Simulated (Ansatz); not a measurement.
The system is CuCl2.

```
Cu Cl
1.0
     4.52065    0.00000    0.00000
     0.00000    4.52065    0.00000
     0.00000    0.00000    4.31771
Cu Cl
1 2
Direct
  0.00000 0.00000 0.00000
  0.00000 0.50000 0.00000
  0.50000 0.00000 0.00000
```

Measurements of this composition are mostly on another form, of space group No. 12.

| Property | Result |
| --- | --- |
| Program | Ansatz 0.2.0 |
| Task | relaxation of cell and atoms |
| Functional | r2SCAN |
| Potentials or basis | Ansatz PAW |
| Cutoff | 500 eV (not typed: the program's choice for these potentials) |
| k mesh | 6 × 6 × 6 |
| Occupations | fermi-dirac, width 0.05 eV |
| Spin | no spin polarisation |
| Hubbard terms | Cu d U = 8 eV |

At the start: volume 29.41 Å³/atom.

Problem. How do energy, volume and symmetry change on relaxing?

Solution. It ends after 7 steps and the volume is 26.88 Å³/atom (-8.6 %); space group P4/mmm (No. 123, to 0.05 Å).

The path:
```
step  energy change (eV)  largest force (eV/Å)  volume (Å³)
   1              0.0000                0.0000        88.24
   2             -0.0021                0.0000        87.79
   3             -0.0088                0.0000        84.22
   4             -0.0114                0.0000        82.30
   5             -0.0121                0.0000        81.26
   6             -0.0122                0.0000        80.63
   7             -0.0114                0.0000        80.63
```

Final structure:
```
Cu Cl
1.0
     4.53539    0.00000    0.00000
     0.00000    4.53539    0.00000
     0.00000    0.00000    3.91978
Cu Cl
1 2
Direct
  0.00000 0.00000 0.00000
  0.00000 0.50000 0.00000
  0.50000 0.00000 0.00000
```

Caveat: the plane-wave basis is chosen anew once the cell has moved, so the energies of steps on either side of that aren't comparable; an odd number of electrons without spin polarisation forces a metal; a magnetic or distorted state may lie lower; the run has no spin polarisation, though such a crystal can be magnetic; U without spin polarisation on a metal has little footing; the PAW data sets come from PBE, with cores solved anew for the run's functional, which leaves a small shift of forces and pressure.
